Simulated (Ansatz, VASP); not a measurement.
One calculation of KTaO3 (so), two programs

INCAR

```
SYSTEM = KTaO3
PREC     = Accurate       ! precision mode
ENCUT    = 520            ! plane-wave cutoff, eV
EDIFF    = 1E-6           ! SCF threshold, eV
ISMEAR   = 0              ! smearing method
SIGMA    = 0.02           ! smearing width, eV
LREAL    = .False.        ! projectors in reciprocal space
LASPH    = .True.         ! aspherical terms in the spheres
NELM     = 150            ! most SCF steps
ALGO     = Normal         ! electronic algorithm
ISIF     = 2              ! what is computed and relaxed
LWAVE    = .False.        ! write WAVECAR
LCHARG   = .False.        ! write CHGCAR
LNONCOLLINEAR= .True.         ! non-collinear magnetism
MAGMOM   = 0 0 0 0 0 0 0 0 0 0 0 0 0 0 0 ! initial moments
LORBIT   = 11             ! projections on sites
LSORBIT  = .True.         ! spin-orbit coupling
GGA_COMPAT= .False.      
LORBMOM  = .True.       
LMAXMIX  = 4              ! l up to which the mixer works
GGA      = PE             ! functional
NBANDS   = 53             ! bands
```

KPOINTS

```
regular mesh
0
Gamma
  8 8 8
  0 0 0
```

Contents of POSCAR:

```
KTaO3
1.0
    4.0231154096      0.0000000000      0.0000000000
    0.0000000000      4.0231154096      0.0000000000
    0.0000000000      0.0000000000      4.0231154096
K Ta O
1 1 3
Direct
    0.5000000000      0.5000000000      0.5000000000
    0.0000000000      0.0000000000      0.0000000000
    0.5000000000      0.0000000000      0.0000000000
    0.0000000000      0.5000000000      0.0000000000
    0.0000000000      0.0000000000      0.5000000000
```

Input for Ansatz:

```yaml
crystal:
  lattice:
    - [4.0231154096, 0.0, 0.0]
    - [0.0, 4.0231154096, 0.0]
    - [0.0, 0.0, 4.0231154096]
  atoms:
    - { symbol: K, position: [0.5, 0.5, 0.5] }
    - { symbol: Ta, position: [0.0, 0.0, 0.0] }
    - { symbol: O, position: [0.5, 0.0, 0.0] }
    - { symbol: O, position: [0.0, 0.5, 0.0] }
    - { symbol: O, position: [0.0, 0.0, 0.5] }
basis:
  ecutwfc: 420
kpoints:
  mp_grid: { grid: [8, 8, 8] }
  band_path:
    path:
      - [[0.0, 0.0, 0.0], [0.0, 0.5, 0.0], [0.5, 0.5, 0.0], [0.0, 0.0, 0.0], [0.5, 0.5, 0.5], [0.0, 0.5, 0.0]]
      - [[0.5, 0.5, 0.5], [0.5, 0.5, 0.0]]
    npoints: 10
hamiltonian:
  xc: pbe
scf:
  occupations: { method: gaussian, width: 0.02 }
  n_extra_bands: 16
output:
  forces: true
  stress: true
  eigenvalues: true
magnetization:
  noncollinear: true
  spin_orbit: true
```

Alike in both runs: task single point; functional PBE; k mesh 8 × 8 × 8; occupations gaussian, width 0.02 eV; non-collinear spin, spin-orbit coupling.

|  | VASP | Ansatz |
| --- | --- | --- |
| version | VASP 6.6.1 | Ansatz 0.2.0 |
| potentials or method | VASP PAW PBE potentials, release 64 (K_sv, Ta_pv, O) | plane waves, PAW |
| plane-wave cutoff (eV) | 520 | 420 |
| valence electrons in the cell | 38 | 40 |

```tsv
	VASP	Ansatz	Ansatz less VASP
gap on the k mesh at the Fermi level (eV)	1.95	2.02	+0.074
least direct gap on the mesh (eV)	2.52	2.59	+0.071
pressure (GPa)	1.0	0.0	-0.97
net moment per atom (μB)	0.00	0.00	0.000
```

The functional is the same, so the differences come from potentials, cutoffs and numerics. The two sets of potentials don't hold the same shells in valence.
